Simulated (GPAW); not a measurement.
Runs of GPAW 26.7.0 on MgS. Symmetry: F-43m, No. 216, cubic system. The conventional cell has a = 5.666 Å, b = 5.666 Å, c = 5.666 Å, α = 90.00°, β = 90.00°, γ = 90.00°. S (site symmetry -43m) is surrounded by 4 Mg at 2.45 Å. Around Mg (site symmetry -43m) lie 4 S at 2.45 Å. The cell comes from a database or a generator and needn't be the stable form of this composition.

| task | level | potentials or basis | k mesh | cutoff (eV) | smearing | maxiter | convergence | response ecut | response k mesh | response bands | gap on the mesh (eV) | pressure (GPa) | V0 of scaled cells (Å³/atom) | B0 (GPa) |
| --- | --- | --- | --- | --- | --- | --- | --- | --- | --- | --- | --- | --- | --- | --- |
| single point | PBE | GPAW PAW data sets (gpaw-data 1.2.1), pw | 7 × 7 × 7 | 600 | fermi-dirac 0.05 eV | 120 | default | - | - | - | 3.45 | 0.9 | - | - |
| equation of state | LDA | the program's PAW data sets (release 1.2.1) made for this functional, pw | 8 × 8 × 8 | 800 | fermi-dirac 0.05 eV | 150 | - | - | - | - | - | - | 21.89 | (b) |
| equation of state | PBEsol | PAW data sets generated in the run's folder for this functional, pw | 8 × 8 × 8 | 800 | fermi-dirac 0.05 eV | 150 | - | - | - | - | - | - | 22.60 | 58 |
| single point | TB-mBJ | GPAW PAW data sets for LDA (gpaw-data 1.2.1), pw | 8 × 8 × 8 | 800 | fermi-dirac 0.05 eV | 150 | - | - | - | - | 5.04 | - | - | - |
| dielectric tensor | PBE | GPAW PAW data sets (gpaw-data 1.2.1), pw | 7 × 7 × 7 | 600 | fermi-dirac 0.001 eV | 150 | - | 80 eV | 20 × 20 × 20 | 28 | 3.45 | - | - | - |
| band structure | PBEsol | PAW data sets generated in the run's folder for this functional, pw | 8 × 8 × 8 | 800 | fermi-dirac 0.05 eV | 150 | - | - | - | - | (a) | -0.4 | - | - |

Alike in all rows: no spin polarisation; cell as given.

Question: Fill in the values left out.

Answer: (a) 3.28; (b) 62.

Caveats: the cutoff is short for stress and forces, so pressures can be off by a GPa or more (some runs); a model potential gives levels but no total energy (some runs); the PAW data sets were made with another functional, which shifts forces and pressure a little (some runs); the long-wavelength limit can be off by a per cent or two (some runs).

A k mesh can miss the band edges.
